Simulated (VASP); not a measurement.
# Native point defects of Co2Si, part 7 of 7

Wanted: a map of the native defects of Co2Si, all in one supercell and at one level. The start is a cell from a database of measured crystal structures.

VASP 6.6.1, plane waves and PAW; the level of theory is named at each step.

So far, formation energy of the neutral defect (eV): step 8 (energies of this defect, 47 atoms, defect vacancy, element …) 1.24.

## Step 9: The defect cell, 47 atoms, defect Si vacancy (continued)

Level of this step: PBEsol, spin-polarised from a ferromagnetic start; plane waves and PAW (Co, Si) (VASP).

Valence density in the ac plane at fractional y = 0.848, through the centre, with atoms of Co and Si within 0.45 Å of it. It is the smooth field of the valence electrons, not physical close to the nuclei.

Values in e/Å³, 13 rows by 16 columns, each cell a mean:
```
0.4 3.0 6.5 2.4 0.4 0.3 0.5 0.5 0.3 0.4 0.4 0.4 0.3 0.3 0.3 0.2
0.9 3.6 2.2 0.4 0.2 0.3 0.5 0.5 0.4 0.4 0.4 0.3 0.2 0.1 0.1 0.2
0.4 0.5 0.3 0.3 0.3 1.6 3.0 1.1 0.4 0.3 0.3 0.2 0.1 0.1 0.1 0.2
0.4 0.7 0.4 0.3 1.3 4.3 2.5 0.5 0.5 0.6 0.3 0.1 0.1 0.1 0.1 0.2
4.2 2.7 0.5 0.4 1.1 1.1 0.4 1.2 2.7 1.1 0.2 0.2 0.2 0.2 0.2 1.1
5.1 1.0 0.3 0.4 0.4 0.3 0.7 2.5 1.8 0.4 0.6 1.5 0.9 0.3 0.7 4.5
0.6 0.3 0.4 0.4 0.3 0.3 0.5 0.6 0.4 1.0 4.9 4.7 0.8 0.3 0.8 1.5
0.4 0.4 0.4 0.4 0.3 0.4 0.4 0.4 0.6 2.7 4.3 1.3 0.3 0.3 0.3 0.4
0.4 0.4 0.3 0.3 0.4 0.3 0.3 0.4 0.5 0.7 0.4 0.3 0.3 0.5 1.3 0.9
0.3 0.3 0.3 0.4 0.2 0.1 0.3 0.3 0.3 0.3 0.3 0.3 0.7 3.5 3.7 0.8
1.2 0.9 0.5 0.4 0.4 0.4 0.3 0.4 1.6 1.8 0.5 0.4 1.6 2.9 1.0 0.5
2.9 0.7 0.4 0.5 0.4 0.3 0.4 3.2 6.2 2.1 0.4 0.4 0.6 0.4 0.5 2.4
0.7 0.4 1.5 1.9 0.5 0.3 1.1 3.5 2.1 0.4 0.4 0.4 0.4 0.3 0.8 1.6
```
Columns run along a (9.2 Å), rows up along c (9.2 Å). Atoms in or near the plane, at fractional coordinates: Co at (0.67, 0.48), Co at (0.14, 0.95), Co at (0.84, 0.21), Co at (0.34, 0.71), Co at (0.01, 0.61), Co at (0.51, 0.11), Si at (0.32, 0.28).

The run ended after 13 ionic steps, 0.231 eV below its first step, once the forces on the free atoms met EDIFFG = -0.03.

The total moment is the log's last value; OUTCAR's line is one cycle older.

The 10 first neighbours (Co) lie 2.37 Å from the site on average (2.27 to 2.54) in the perfect crystal and 2.32 Å on average after the relaxation (-2.1 %, spread from 2.16 to 2.54 Å).

## Step 10: Energies of this defect, 47 atoms, defect vacancy, element Si

This step: point defect, PBEsol; plane waves and PAW (VASP 6.6.1).

Derived from the runs above.

Numbers from this step:

```yaml
formation_energy_of_the_neutral_defect: 3.828 eV
```

Formation energy:

```
formation energy (eV)  largest move (Å)
                3.828             0.127
```

The formation energy is the energy of the relaxed defect cell less that of the perfect cell, with each removed atom booked to its reference and each added atom taken from it.

References, in eV an atom: Co -7.746 (crystal P6_3/mmc) and Si -5.745 (crystal Fd-3m). They were run at the supercell's cutoff and functional, without U, and count both elements from their own phases.

The formation energy is 3.828 eV, and the largest move of an atom 0.13 Å.

## Step 11: Relaxing the defect, 48 atoms, defect Co on the Si site

This step: PBEsol, spin-polarised from a ferromagnetic start; plane waves and PAW (Co, Si) (VASP 6.6.1).

System of this step: Co11Si5. The cell holds 48 atoms: 33 Co and 15 Si. Cell: a = 9.222 Å, b = 9.222 Å, c = 9.222 Å, α = 117.3°, β = 133.1°, γ = 81.8°. It derives from Co2Si. Nearest the centre at fractional (0.822, 0.848, 0.776): Co33 at 0.00 Å, Co8 at 2.27 Å, Co6 at 2.27 Å, Co1 at 2.30 Å, Co13 at 2.30 Å, Co28 at 2.30 Å, Co26 at 2.30 Å, Co30 at 2.39 Å.

The input, INCAR:

```
SYSTEM = Co11Si5
PREC = Normal
ENCUT = 300
EDIFF = 1E-05
NELM = 120
ISMEAR = 1
SIGMA = 0.2
LREAL = Auto
ALGO = Fast
GGA = PS
NBANDS = 254
ISPIN = 2
MAGMOM = 2 2 2 2 2 2 2 2 2 2 2 2 2 2 2 2 2 2 2 2 2 2 2 2 2 2 2 2 2 2 2 2 2 0 0 0 0 0 0 0 0 0 0 0 0 0 0 0
LASPH = .TRUE.
LMAXMIX = 4
LORBIT = 11
LWAVE = .FALSE.
LCHARG = .TRUE.
KPAR = 4
NCORE = 2
IBRION = 2
NSW = 50
ISIF = 2
EDIFFG = -0.03
POTIM = 0.4
MAXMIX = 40
ISYM = 2
```

The input, POSCAR:

```
Co11Si5
1.0
   -4.7958520617      3.6690569695      6.9701073084
    4.7958520617     -3.6690569695      6.9701073084
    4.7958520617      3.6690569695     -6.9701073084
Co Si
33 15
Direct
    0.8425244000      0.6304903400      0.5379659400
    0.3425244000      0.1304903400      0.5379659400
    0.3425244000      0.6304903400      0.0379659400
    0.8425244000      0.1304903400      0.0379659400
    0.1574756000      0.3695096600      0.4620340600
    0.6574756000      0.8695096600      0.4620340600
    0.6574756000      0.3695096600      0.9620340600
    0.1574756000      0.8695096600      0.9620340600
    0.3425244000      0.3045584600      0.2120340600
    0.8425244000      0.8045584600      0.2120340600
    0.8425244000      0.3045584600      0.7120340600
    0.3425244000      0.8045584600      0.7120340600
    0.6574756000      0.6954415400      0.7879659400
    0.1574756000      0.1954415400      0.7879659400
    0.1574756000      0.6954415400      0.2879659400
    0.6574756000      0.1954415400      0.2879659400
    0.5152192300      0.3707032600      0.6054840300
    0.0152192300      0.8707032600      0.6054840300
    0.0152192300      0.3707032600      0.1054840300
    0.5152192300      0.8707032600      0.1054840300
    0.4847807700      0.6292967400      0.3945159700
    0.9847807700      0.1292967400      0.3945159700
    0.9847807700      0.6292967400      0.8945159700
    0.4847807700      0.1292967400      0.8945159700
    0.5152192300      0.4097352000      0.1445159700
    0.0152192300      0.9097352000      0.1445159700
    0.0152192300      0.4097352000      0.6445159700
    0.5152192300      0.9097352000      0.6445159700
    0.4847807700      0.5902648000      0.8554840300
    0.9847807700      0.0902648000      0.8554840300
    0.9847807700      0.5902648000      0.3554840300
    0.4847807700      0.0902648000      0.3554840300
    0.8223164200      0.8478739000      0.7755574800
    0.3223164200      0.3478739000      0.7755574800
    0.3223164200      0.8478739000      0.2755574800
    0.8223164200      0.3478739000      0.2755574800
    0.1776835800      0.1521261000      0.2244425200
    0.6776835800      0.6521261000      0.2244425200
    0.6776835800      0.1521261000      0.7244425200
    0.1776835800      0.6521261000      0.7244425200
    0.3223164200      0.5467589400      0.4744425200
    0.8223164200      0.0467589400      0.4744425200
    0.8223164200      0.5467589400      0.9744425200
    0.3223164200      0.0467589400      0.9744425200
    0.6776835800      0.4532410600      0.5255574800
    0.1776835800      0.9532410600      0.5255574800
    0.1776835800      0.4532410600      0.0255574800
    0.6776835800      0.9532410600      0.0255574800
```

The input, KPOINTS:

```
Automatic mesh
0
Gamma
4 4 4
0 0 0
```

The projector-augmented-wave data sets are Co and Si (PBE family, release 64).

On the command line:

```console
mpirun -np 8 vasp_std
```

The program printed:

```text
[... set-up lines as in an earlier step ...]
 entering main loop
       N       E                     dE             d eps       ncg     rms          rms(c)
DAV:   1     0.230935419114E+04    0.23094E+04   -0.95933E+04 24384   0.114E+03
DAV:   2    -0.114826955909E+03   -0.24242E+04   -0.22545E+04 24384   0.316E+02
DAV:   3    -0.396891398807E+03   -0.28206E+03   -0.23910E+03 24626   0.128E+02
DAV:   4    -0.413027935725E+03   -0.16137E+02   -0.15707E+02 28600   0.323E+01
[...]
RMM:  31    -0.365406161635E+03   -0.47659E-04   -0.10052E-04 23721   0.285E-02    0.915E-02
RMM:  32    -0.365406129438E+03    0.32197E-04   -0.51305E-05 22423   0.224E-02    0.254E-02
RMM:  33    -0.365406133270E+03   -0.38315E-05   -0.20868E-05 15698   0.122E-02
   1 F= -.36540613E+03 E0= -.36542879E+03  d E =-.365406E+03  mag=    13.6381
[... from here on, the cycles between the ionic steps are left out ...]
   2 F= -.36544365E+03 E0= -.36546635E+03  d E =-.375162E-01  mag=    13.7196
   3 F= -.36545427E+03 E0= -.36547696E+03  d E =-.481410E-01  mag=    13.7931
   4 F= -.36545435E+03 E0= -.36547703E+03  d E =-.482135E-01  mag=    13.8032
   5 F= -.36546294E+03 E0= -.36548566E+03  d E =-.859381E-02  mag=    13.8058
   6 F= -.36546500E+03 E0= -.36548775E+03  d E =-.106515E-01  mag=    13.8075
   7 F= -.36546507E+03 E0= -.36548783E+03  d E =-.107229E-01  mag=    13.8070
   8 F= -.36546728E+03 E0= -.36549005E+03  d E =-.220579E-02  mag=    13.8016
   9 F= -.36546785E+03 E0= -.36549061E+03  d E =-.277604E-02  mag=    13.7991
  10 F= -.36546889E+03 E0= -.36549160E+03  d E =-.104379E-02  mag=    13.7953
 trial-energy change:   -0.001044  1 .order   -0.000957   -0.001480   -0.000434
 step:   1.9939(harm=  2.2471)  dis= 0.00434  next Energy=  -365.468946 (dE=-0.110E-02)
 reached required accuracy - stopping structural energy minimisation
```

Run time: 47 min. Hardware: 8 MPI ranks of AMD EPYC 7R43, shared host; peak memory 6.8 GiB; 6.2 h of CPU time.

OUTCAR, selected parts (step 11):

```text
  Total        2.6399949      4.0987238      2.1427741      0.0000000      0.0000000     -0.6659912
  in kB        8.6217214     13.3856524      6.9978928      0.0000000      0.0000000     -2.1750007
  external PRESSURE =       9.6684222 kB  Pullay stress =       0.0000000 kB

 POSITION                                       TOTAL-FORCE (eV/Angst)
 -----------------------------------------------------------------------------------
      1.57854      2.75179      6.53582         0.017979      0.000000     -0.008977
      1.56630      2.75179     -0.44378        -0.007050      0.000000     -0.008682
      1.56946     -0.91726      6.51463        -0.002141     -0.000000      0.002007
     -3.23451      2.75179      6.51703        -0.002139     -0.000000     -0.001312
      3.22031      0.91454      0.44683        -0.005545      0.008316     -0.000925
      3.22810      0.90404      7.43034        -0.001948     -0.005487      0.006073
      3.22031      4.58904      0.44683        -0.005545     -0.008316     -0.000925
      8.02396      0.93049      0.46023        -0.001948      0.005487      0.006073
      0.83483      0.91927      3.03925         0.005792      0.007681      0.002402
      0.83278      0.91701      9.99936        -0.013951     -0.002981     -0.006757
      0.83483      4.58431      3.03925         0.005792     -0.007681      0.002402
      5.62863      0.91752      3.02926        -0.013951      0.002981     -0.006757
      3.94999      2.75179      3.92286        -0.003628     -0.000000     -0.010897
      3.96957      2.75179     -3.03517         0.014440      0.000000      0.011870
[...]
-----------------------------------------------------------------------------------
    total drift:                                0.016262      0.000080     -0.017053

  FREE ENERGIE OF THE ION-ELECTRON SYSTEM (eV)
  ---------------------------------------------------
  free  energy   TOTEN  =      -365.4688894297 eV

  energy  without entropy=     -365.5370313232  energy(sigma->0) =     -365.49160339

 magnetization (x)
# of ion       s       p       d       tot
------------------------------------------
    1       -0.005  -0.013   0.649   0.631
    2       -0.005  -0.012   0.269   0.252
    3       -0.004  -0.013   0.231   0.214
    4       -0.005  -0.015   0.366   0.346
    5       -0.003  -0.010   0.216   0.203
    6       -0.004  -0.015   0.500   0.480
    7       -0.003  -0.010   0.216   0.203
    8       -0.004  -0.015   0.500   0.480
    9       -0.003  -0.011   0.274   0.260
   10       -0.003  -0.012   0.261   0.246
   11       -0.003  -0.011   0.274   0.260
   12       -0.003  -0.012   0.261   0.246
   13       -0.006  -0.017   0.442   0.419
[...]
--------------------------------------------------
tot         -0.132  -0.612  14.997  14.253

[... 2 parts as in an earlier step ...]

[... 2 further parts left out ...]
[key lines of the parts left out:]
E-fermi :  12.0091
```

Relaxation path:

```
step  energy less that of the first step (eV)  largest force (eV/Å)
   1                                   0.0000                0.4800
   2                                  -0.0375                0.2409
   3                                  -0.0481                0.1889
   4                                  -0.0482                0.2056
   5                                  -0.0568                0.1142
   6                                  -0.0589                0.0837
   7                                  -0.0589                0.0814
   8                                  -0.0611                0.0424
   9                                  -0.0617                0.0420
  10                                  -0.0628                0.0201
```

The atoms that moved most (Å):

```
atom      dx      dy      dz  length
Co21   0.017   0.034   0.032   0.050
Co23   0.017  -0.034   0.032   0.050
Co28   0.007  -0.030  -0.022   0.038
Co26   0.007   0.030  -0.022   0.038
Co33   0.031   0.000  -0.015   0.034
Si39  -0.023   0.014  -0.013   0.030
Si37  -0.023  -0.014  -0.013   0.030
Si48  -0.023   0.000   0.011   0.026
```

Spin moment in the PAW sphere by element, in μB:

```
element  atoms   mean  spread (r.m.s.)  least  largest
     Co     33   0.44             0.29   0.15     1.71
     Si     15  -0.02             0.00  -0.03    -0.02
```

The atoms nearest the centre:

```
atom  distance (Å)  spin moment in the PAW sphere (μB)
Co33          0.03                                1.71
 Co1          2.28                                0.63
 Co6          2.28                                0.48
 Co8          2.28                                0.48
Co13          2.32                                0.42
Co26          2.34                                0.83
Co28          2.34                                0.83
Co30          2.41                                0.70
Co21          2.49                                0.70
Co23          2.49                                0.70
 Co4          2.53                                0.35
Si39          3.00                               -0.02
Si37          3.00                               -0.02
Si48          3.11                               -0.02
```

The run ended after 10 ionic steps, 0.063 eV below its first step, once the forces on the free atoms met EDIFFG = -0.03.

The 10 first neighbours (Co) lie 2.37 Å from the site on average (2.27 to 2.54) in the perfect crystal and 2.38 Å on average from the atom on it after the relaxation (+0.1 %, spread from 2.30 to 2.50 Å).

## Step 12: Energies of this defect, 48 atoms, defect substitution, element Si

This step: point defect, PBEsol; plane waves and PAW (VASP 6.6.1).

This step runs nothing: it gathers the runs above.

Formation energy:

```
formation energy (eV)  largest move (Å)
                2.336           0.04976
```

E_f is E(defect cell) less E(perfect cell), corrected for the atoms exchanged with their references.

References, in eV an atom: Co -7.746 (crystal P6_3/mmc) and Si -5.745 (crystal Fd-3m). They were run at the supercell's cutoff and functional, without U, and count both elements from their own phases.

The formation energy is 2.336 eV, and the largest move of an atom 0.05 Å.

## Step 13: The defect cell, 48 atoms, defect Si on the Co site

This step: PBEsol, spin-polarised from a ferromagnetic start; plane waves and PAW (Si, Co) (VASP 6.6.1).

System of this step: Co31Si17. The cell holds 48 atoms: 17 Si and 31 Co. Its edges and angles: a = 9.222 Å, b = 9.222 Å, c = 9.222 Å, α = 117.3°, β = 133.1°, γ = 81.8°. It derives from Co2Si. Nearest the centre at fractional (0.843, 0.630, 0.538): Si1 at 0.00 Å, Si7 at 2.27 Å, Si9 at 2.27 Å, Si2 at 2.30 Å, Si14 at 2.30 Å, Co34 at 2.49 Å, Si5 at 2.53 Å, Co41 at 2.53 Å.

The input, INCAR:

```
SYSTEM = Co31Si17
PREC = Normal
ENCUT = 300
EDIFF = 1E-05
NELM = 120
ISMEAR = 1
SIGMA = 0.2
LREAL = Auto
ALGO = Fast
GGA = PS
NBANDS = 244
ISPIN = 2
MAGMOM = 0 0 0 0 0 0 0 0 0 0 0 0 0 0 0 0 0 2 2 2 2 2 2 2 2 2 2 2 2 2 2 2 2 2 2 2 2 2 2 2 2 2 2 2 2 2 2 2
LASPH = .TRUE.
LMAXMIX = 4
LORBIT = 11
LWAVE = .FALSE.
LCHARG = .TRUE.
KPAR = 4
NCORE = 2
IBRION = 2
NSW = 50
ISIF = 2
EDIFFG = -0.03
POTIM = 0.4
MAXMIX = 40
ISYM = 2
```

POSCAR: that of step 11 with these lines changed.

```diff
@@ -1,2 +1,2 @@
-Co11Si5
+Co31Si17
 1.0
@@ -5,6 +5,22 @@
     4.7958520617      3.6690569695     -6.9701073084
-Co Si
-33 15
+Si Co
+17 31
 Direct
     0.8425244000      0.6304903400      0.5379659400
+    0.8223164200      0.8478739000      0.7755574800
+    0.3223164200      0.3478739000      0.7755574800
+    0.3223164200      0.8478739000      0.2755574800
+    0.8223164200      0.3478739000      0.2755574800
+    0.1776835800      0.1521261000      0.2244425200
+    0.6776835800      0.6521261000      0.2244425200
+    0.6776835800      0.1521261000      0.7244425200
+    0.1776835800      0.6521261000      0.7244425200
+    0.3223164200      0.5467589400      0.4744425200
+    0.8223164200      0.0467589400      0.4744425200
+    0.8223164200      0.5467589400      0.9744425200
+    0.3223164200      0.0467589400      0.9744425200
+    0.6776835800      0.4532410600      0.5255574800
+    0.1776835800      0.9532410600      0.5255574800
+    0.1776835800      0.4532410600      0.0255574800
+    0.6776835800      0.9532410600      0.0255574800
     0.3425244000      0.1304903400      0.5379659400
@@ -40,17 +56 @@
     0.4847807700      0.0902648000      0.3554840300
-    0.8223164200      0.8478739000      0.7755574800
-    0.3223164200      0.3478739000      0.7755574800
-    0.3223164200      0.8478739000      0.2755574800
-    0.8223164200      0.3478739000      0.2755574800
-    0.1776835800      0.1521261000      0.2244425200
-    0.6776835800      0.6521261000      0.2244425200
-    0.6776835800      0.1521261000      0.7244425200
-    0.1776835800      0.6521261000      0.7244425200
-    0.3223164200      0.5467589400      0.4744425200
-    0.8223164200      0.0467589400      0.4744425200
-    0.8223164200      0.5467589400      0.9744425200
-    0.3223164200      0.0467589400      0.9744425200
-    0.6776835800      0.4532410600      0.5255574800
-    0.1776835800      0.9532410600      0.5255574800
-    0.1776835800      0.4532410600      0.0255574800
-    0.6776835800      0.9532410600      0.0255574800
```

KPOINTS is that of step 11.

PAW data sets: Si and Co (PBE family, release 64).

On the command line:

```console
mpirun -np 8 vasp_std
```

The program printed:

```text
[banner, memory and clock lines left out]
running    8 mpi-ranks, on    1 nodes
[...]
[... a notice as in an earlier step ...]

 LDA part: xc-table for (Slater+PW92), standard interpolation
 POSCAR, INCAR and KPOINTS ok, starting setup
[...]
entering main loop
       N       E                     dE             d eps       ncg     rms          rms(c)
DAV:   1     0.222832550712E+04    0.22283E+04   -0.93422E+04 23424   0.113E+03
DAV:   2    -0.119392493340E+03   -0.23477E+04   -0.21898E+04 23424   0.317E+02
DAV:   3    -0.390533338270E+03   -0.27114E+03   -0.23244E+03 23636   0.127E+02
DAV:   4    -0.406858056389E+03   -0.16325E+02   -0.15815E+02 28208   0.322E+01
[...]
RMM:  25    -0.362181720664E+03    0.21609E-04   -0.11124E-04 22926   0.284E-02    0.506E-02
RMM:  26    -0.362181740321E+03   -0.19657E-04   -0.65859E-05 20987   0.208E-02    0.620E-02
RMM:  27    -0.362181739907E+03    0.41423E-06   -0.47658E-05 20073   0.198E-02
   1 F= -.36218174E+03 E0= -.36220019E+03  d E =-.362182E+03  mag=     6.6561
[... from here on, the cycles between the ionic steps are left out ...]
   2 F= -.36277445E+03 E0= -.36279343E+03  d E =-.592712E+00  mag=     6.6426
   3 F= -.36289398E+03 E0= -.36291337E+03  d E =-.712244E+00  mag=     6.6629
   4 F= -.36303925E+03 E0= -.36305810E+03  d E =-.145267E+00  mag=     6.5820
   5 F= -.36305491E+03 E0= -.36307341E+03  d E =-.160922E+00  mag=     6.5339
   6 F= -.36307984E+03 E0= -.36309805E+03  d E =-.249339E-01  mag=     6.4663
   7 F= -.36308278E+03 E0= -.36310088E+03  d E =-.278783E-01  mag=     6.4403
   8 F= -.36309069E+03 E0= -.36310886E+03  d E =-.790595E-02  mag=     6.4314
 trial-energy change:   -0.007906  1 .order   -0.007760   -0.011138   -0.004383
 step:   2.0872(harm=  2.2333)  dis= 0.01043  next Energy=  -363.091899 (dE=-0.911E-02)
[...]
N       E                     dE             d eps       ncg     rms          rms(c)
```

The job ended after 49 min (8 MPI ranks).

The run was stopped at its time limit, so it gives no result of its own.

## Step 14: All defects in both limits

This step: native point defects, PBEsol; plane waves and PAW (VASP 6.6.1).

No new run; the numbers come from the runs before.

Neutral cells; the limits come from the host's formation enthalpy alone. Formation energies:

```
           defect  charge  formation energy, Co-rich (eV)  formation energy, Si-rich (eV)  moment (μB)
       Co vacancy       0                           1.241                           0.428        5.383
       Si vacancy       0                           2.202                           3.828        8.513
Co on the Si site       0                           0.709                           3.149         13.8
```

## Step 15: What came out

* host formation enthalpy: -0.542 eV/atom

Among the defects with a result, in the Co-rich limit the cheapest defect is the Co on the Si site, at 0.71 eV. Among the defects with a result, in the Si-rich limit the cheapest defect is the Co vacancy, at 0.43 eV. The unfinished relaxation of the Si on the Co site already shows that it costs -0.09 eV or less there, so it is the cheaper one. Not obtained, since the runs crashed, ran out of time or did not converge: Si on the Co site, charge 0. They are missing from the ranking and may lie lower. The supercell of 48 atoms is small. Potential shifts are not applied, only the charges listed were run, and a negative energy means that the Fermi level can't reach that place or the limit lies outside the host's range, or that the host's structure gives way. Each defect was run on one site, no other kinds were tried, and all belong to one structure, the phase of space group Pnma. The limits are set by the pure elements; where other compounds of the two lie between, the true range is narrower and the order of defects can differ.

[Lines on the potential files, build, host, timing and source positions are cut from VASP's logs without a mark.]

[Logs are printed without paths, hosts, clocks, repeated set-up lines and the standing remarks that a program may print on its own settings, such as how far it seeks lower states.]

[Hosts, paths, dates, database ids (printed as entryN), source tags and the programs' standing remarks are cut or masked in the printed files.]

[In band tables of VASP the shares of atoms and orbitals are scaled to a sum of 1 inside the atoms' spheres.]

[Runs that stopped without an error message from VASP are left out.]
